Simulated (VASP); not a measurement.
# Cd (R-3m) in VASP: further runs

The runs below take Cd through single point, with r2SCAN+D4, PBEsol+D3.

Everything below comes from runs of VASP 6.6.1. Logs are shortened: lines on timing, memory, paths and dates and some standing lists are left out, and cuts for length are marked.

## Step 1: The crystal as given

It takes space group R-3m (No. 166, trigonal). Conventional cell: a = 3.216 Å, b = 3.216 Å, c = 7.348 Å, α = 90.00°, β = 90.00°, γ = 120.00°. Around Cd (site symmetry -3m) lie 12 Cd at 3.07 to 3.22 Å.

This isn't the form of Cd at room conditions, which is hcp.

## Step 2: Single point, r2SCAN+D4, collinear spin, ferromagnetic start

Input file INCAR:

```
SYSTEM = Cd
  ALGO = Normal
  EDIFF = 1E-4
  ENCUT = 520
  ISIF = 2
  ISMEAR = 1
  ISPIN = 2
  IVDW = 13
  LASPH = .True.
  LCHARG = .False.
  LMIXTAU = .True.
  LORBIT = 11
  LREAL = .False.
  LWAVE = .False.
  MAGMOM = 0.5
  METAGGA = R2SCAN
  NELM = 60
  PREC = Accurate
  SIGMA = 0.1
  VDW_A1 = 0.51559235
  VDW_A2 = 5.77342911
  VDW_S6 = 1.0
  VDW_S8 = 0.6018749
```

Input file KPOINTS:

```
k-points
0
Gamma
  10 10 10
  0 0 0
```

Input file POSCAR:

```
Cd
1.0
    1.6080291515      0.9283960635      2.4492874100
   -1.6080291515      0.9283960635      2.4492874100
    0.0000000000     -1.8567921270      2.4492874100
Cd
1
Cartesian
    0.0000000000      0.0000000000      0.0000000000
```

Potentials or basis: VASP PAW PBE potentials, release 64 (Cd).

Command:

```sh
$ cat potpaw_PBE.64/Cd/POTCAR > POTCAR
$ mpirun -np 1 vasp_std > vasp.out
```

OUTCAR:

```text
SYSTEM = Cd
   EDIFF = 1E-4
   ENCUT = 520
   ISIF = 2
   ISMEAR = 1
   ISPIN = 2
   IVDW = 13
   LASPH = .True.
   LORBIT = 11
   LREAL = .False.
   METAGGA = R2SCAN
   NELM = 60
   PREC = Accurate

 ion  position               nearest neighbor table
   1  0.000  0.000  0.000-

  LATTYP: Found a trigonal (rhomboedric) cell.
 ALAT       =     3.0735461310
 COS(alpha) =     0.4525576903

  Lattice vectors:

 A1 = (   1.6080291515,   0.9283960635,   2.4492874100)
 A2 = (  -1.6080291515,   0.9283960635,   2.4492874100)
 A3 = (   0.0000000000,  -1.8567921270,   2.4492874100)

Analysis of symmetry for initial positions (statically):
=====================================================================
 Subroutine PRICEL returns:
 Original cell was already a primitive cell.

 Routine SETGRP: Setting up the symmetry group for a
 trigonal (rhombohedral) supercell.

 Subroutine GETGRP returns: Found 12 space group operations
 (whereof 12 operations were pure point group operations)
 out of a pool of 12 trial point group operations.

The static configuration has the point symmetry D_3d.

Analysis of symmetry for dynamics (positions and initial velocities):
=====================================================================
 Subroutine PRICEL returns:
 Original cell was already a primitive cell.

 Routine SETGRP: Setting up the symmetry group for a
 trigonal (rhombohedral) supercell.

 Subroutine GETGRP returns: Found 12 space group operations
 (whereof 12 operations were pure point group operations)
 out of a pool of 12 trial point group operations.

The dynamic configuration has the point symmetry D_3d.

Analysis of structural, dynamic, and magnetic symmetry:
=====================================================================
 Subroutine PRICEL returns:
 Original cell was already a primitive cell.

 Routine SETGRP: Setting up the symmetry group for a
 trigonal (rhombohedral) supercell.

 Subroutine GETGRP returns: Found 12 space group operations
 (whereof 12 operations were pure point group operations)
 out of a pool of 12 trial point group operations.

The overall configuration has the point symmetry D_3d.

 Subroutine INISYM returns: Found 12 space group operations
 (whereof 12 operations are pure point group operations),
 and found     1 'primitive' translations

----------------------------------------------------------------------------------------

                                     Primitive cell

  volume of cell :      21.9391

  direct lattice vectors                    reciprocal lattice vectors
     1.608029152  0.928396064  2.449287410     0.310939637  0.179521083  0.136094005
    -1.608029152  0.928396064  2.449287410    -0.310939637  0.179521083  0.136094005
     0.000000000 -1.856792127  2.449287410     0.000000000 -0.359042166  0.136094005

  length of vectors
     3.073546131  3.073546131  3.073546131     0.383969862  0.383969862  0.383969862

  position of ions in fractional coordinates (direct lattice)
     0.000000000  0.000000000  0.000000000

  ion indices of the primitive-cell ions
   primitive index   ion index
                 1           1

----------------------------------------------------------------------------------------

 KPOINTS: k-points

Automatic generation of k-mesh.
 Grid dimensions read from file:
 generate k-points for:   10   10   10

 Generating k-lattice:

  Cartesian coordinates                     Fractional coordinates (reciprocal lattice)
     0.031093964  0.017952108  0.013609401     0.100000000 -0.000000000  0.000000000
    -0.031093964  0.017952108  0.013609401    -0.000000000  0.100000000  0.000000000
     0.000000000 -0.035904217  0.013609401     0.000000000  0.000000000  0.100000000

  Length of vectors
     0.038396986  0.038396986  0.038396986

  Shift w.r.t. Gamma in fractional coordinates (k-lattice)
     0.000000000  0.000000000  0.000000000

 Subroutine IBZKPT returns following result:
 ===========================================
[... 71 lines left out ...]
  Thomas-Fermi vector in A             =   2.467280
   LORBIT       =     11    0 simple, 1 ext, 2 COOP (PROOUT), +10 PAW based schemes
   METAGGA = R2SCAN    functional components
   LHFCALC =     F    Hartree Fock is set to
   AEXX    =    0.0000 exact exchange contribution
   IVDW    =    13    specifies the selected vdW correction
   LEPSILON=     F    determine dielectric tensor
   LRPA    =     F    only Hartree local field effects (RPA)
 spin polarized calculation
 Methfessel and Paxton  Order N= 1 SIGMA  =   0.10
  energy-cutoff  :      520.00
  volume of cell :       21.94
 maximum number of plane-waves:       602
   NGX = 11   NGY = 11   NGZ = 11

 number of electron      11.9999997 magnetization       0.0028815

 number of electron      11.9999997 magnetization      -0.0004130

 Free energy of the ion-electron system (eV)
  ---------------------------------------------------
  ext. energy  EPLUGINS =         0.00000000
  ---------------------------------------------------
  free energy    TOTEN  =       -20.08063235 eV

  energy without entropy =      -20.08094802  energy(sigma->0) =      -20.08073757

 E-fermi :   2.8118     XC(G=0): -11.7311

 val. band max:        2.8041015488   @ k =  -0.4000   0.5000   0.4000
 cond. band min:       2.9218483850   @ k =  -0.4000  -0.4000   0.2000
 fundamental gap:      0.1177468362
 Fermi energy:         2.8117736855

 spin component 1

 k-point     1 :       0.0000    0.0000    0.0000
  band No.  band energies     occupation
      1      -6.9131      1.00000
      2      -6.9131      1.00000
      3      -6.6907      1.00000
      4      -6.3389      1.00000
      5      -6.3389      1.00000
      6      -6.3144      1.00000
      7      16.7927      0.00000
      8      17.6124      0.00000
      9      17.6124      0.00000
     10      20.6023      0.00000
[... 287 lines left out ...]
 k-point    24 :       0.4000    0.3000    0.0000
  band No.  band energies     occupation
      1      -7.3373      1.00000
      2      -7.1098      1.00000
      3      -6.2055      1.00000
      4      -6.2012      1.00000
      5      -5.9911      1.00000
      6      -1.5015      1.00000
      7       8.3352      0.00000
      8       9.6912      0.00000
      9      11.9908      0.00000
     10      15.3581      0.00000

 [... further k-points ...]

 spin component 2

 k-point     1 :       0.0000    0.0000    0.0000
  band No.  band energies     occupation
      1      -6.9135      1.00000
      2      -6.9135      1.00000
      3      -6.6911      1.00000
      4      -6.3394      1.00000
      5      -6.3394      1.00000
      6      -6.3146      1.00000
      7      16.7933      0.00000
      8      17.6119      0.00000
      9      17.6119      0.00000
     10      20.6020      0.00000
[... 287 lines left out ...]
 k-point    24 :       0.4000    0.3000    0.0000
  band No.  band energies     occupation
      1      -7.3377      1.00000
      2      -7.1101      1.00000
      3      -6.2059      1.00000
      4      -6.2016      1.00000
      5      -5.9915      1.00000
      6      -1.5017      1.00000
      7       8.3348      0.00000
      8       9.6912      0.00000
      9      11.9904      0.00000
     10      15.3584      0.00000

 [... further k-points ...]

------------------------ aborting loop because EDIFF is reached ----------------------------------------

 total charge

# of ion       s       p       d       tot
------------------------------------------
    1        0.533   0.289   9.495  10.317

 magnetization (x)

# of ion       s       p       d       tot
------------------------------------------
    1       -0.000  -0.000  -0.000  -0.000

  DFT-D4 for vdW energy calculation
  ---------------------------------------------------------------------------------------------
  Edisp (eV):   -0.13882

  FORCE on cell =-STRESS in cart. coord.  units (eV):
  Direction    XX          YY          ZZ          XY          YZ          ZX
  --------------------------------------------------------------------------------------
  -------------------------------------------------------------------------------------
  Total      -0.07037    -0.07037    -0.10914     0.00000     0.00000     0.00000
  in kB      -5.13918    -5.13918    -7.97038     0.00000     0.00000     0.00000
  external pressure =       -6.08 kB  Pullay stress =        0.00 kB

 VOLUME and BASIS-vectors are now :
 -----------------------------------------------------------------------------
  energy-cutoff  :      520.00
  volume of cell :       21.94
      direct lattice vectors                 reciprocal lattice vectors
     1.608029152  0.928396064  2.449287410     0.310939637  0.179521083  0.136094005
    -1.608029152  0.928396064  2.449287410    -0.310939637  0.179521083  0.136094005
     0.000000000 -1.856792127  2.449287410     0.000000000 -0.359042166  0.136094005

  length of vectors
     3.073546131  3.073546131  3.073546131     0.383969862  0.383969862  0.383969862

 FORCES acting on ions
    electron-ion (+dipol)            ewald-force                    non-local-force                 convergence-correction
 -----------------------------------------------------------------------------------------------
   0.163E-13 0.211E-14 -.519E-14   -.379E-15 -.292E-15 0.336E-14   0.000E+00 0.000E+00 -.827E-24   -.167E-13 -.134E-13 0.127E-13
 -----------------------------------------------------------------------------------------------
   0.164E-13 0.242E-14 -.502E-14   -.379E-15 -.292E-15 0.336E-14   0.000E+00 0.000E+00 -.827E-24   -.167E-13 -.134E-13 0.127E-13

 POSITION                                       TOTAL-FORCE (eV/Angst)
 -----------------------------------------------------------------------------------
      0.00000      0.00000      0.00000         0.000000      0.000000     -0.000000
 -----------------------------------------------------------------------------------
    total drift:                               -0.000000     -0.000000      0.000000

--------------------------------------------------------------------------------------------------------

  FREE ENERGIE OF THE ION-ELECTRON SYSTEM (eV)
  ---------------------------------------------------
  free  energy   TOTEN  =       -20.2194487983 eV

  energy  without entropy=      -20.2197644733  energy(sigma->0) =      -20.21955402

--------------------------------------------------------------------------------------------------------

--------------------------------------------------------------------------------------------------------

 total charge

# of ion       s       p       d       tot
------------------------------------------
    1        0.533   0.289   9.495  10.317

 magnetization (x)

# of ion       s       p       d       tot
------------------------------------------
    1       -0.000  -0.000  -0.000  -0.000

=======================================================================
```

Run time: 2.2 min. Hardware: 1 thread of Intel Xeon Platinum 8488C (Sapphire Rapids), shared host; peak memory 0.17 GiB.

The run converged, but some of its settings lie outside the range that counts as converged (typed here: EDIFF = 0.0001), so its numbers aren't taken as properties of the crystal.

What came out:

```
Free energy                                           : -20.2194 eV
Pressure                                              : -0.6 GPa
Band gap on the k mesh                                : none (metal or under the smearing width)
Net moment                                            : 0.00 μB per cell
Valence electrons inside the program's atomic spheres : Cd 10.32
Dispersion energy per atom                            : -0.139 eV
```

Caveat: the PAW data sets were made with another functional, which shifts forces and pressure a little; pairwise dispersion overbinds metals, which lowers pressure and volume.

## Step 3: Single point, PBEsol+D3, spin-orbit coupling, no magnetisation (volume scaled by 0.96)

Input file INCAR:

```
SYSTEM = Cd
PREC = Accurate
ENCUT = 520
EDIFF = 1E-7
ISMEAR = -1
SIGMA = 0.1
LREAL = .False.
LASPH = .True.
NELM = 80
ALGO = Conjugate
ISIF = 2
LWAVE = .False.
LCHARG = .False.
MAGMOM = 0 0 0
LORBIT = 11
LSORBIT = .True.
GGA_COMPAT = .False.
GGA = PS
IVDW = 11
NBANDS = 14
```

Input file KPOINTS:

```
Automatic mesh
0
Gamma
  5 5 5
  0 0 0
```

Input file POSCAR:

```
Cd
1.0
    1.5862963637      0.9158486326      2.4161848736
   -1.5862963637      0.9158486326      2.4161848736
    0.0000000000     -1.8316972653      2.4161848736
Cd
1
Cartesian
    0.0000000000      0.0000000000      0.0000000000
```

Potentials or basis: VASP PAW PBE potentials, release 54 (Cd).

Command:

```sh
$ cat potpaw_PBE.54/Cd/POTCAR > POTCAR
$ mpirun -np 1 vasp_ncl > vasp.out
```

Wall time 14 s (1 thread of AMD EPYC 9R45 (Zen 5), shared host); peak memory 0.17 GiB.

The run converged, but some of its settings lie outside the range that counts as converged (typed here: ALGO = Conjugate; k = 5 × 5 × 5; NBANDS = 14), so its numbers aren't taken as properties of the crystal.

What came out:

```
Free energy                                           : -1.4715 eV
Pressure                                              : -1.3 GPa
Valence electrons inside the program's atomic spheres : Cd 10.32
Dispersion energy per atom                            : -0.280 eV
```

Caveat: the k mesh is coarse (spacing up to 0.49 Å⁻¹), so the values aren't converged; the PAW data sets were made with another functional, which shifts forces and pressure a little.
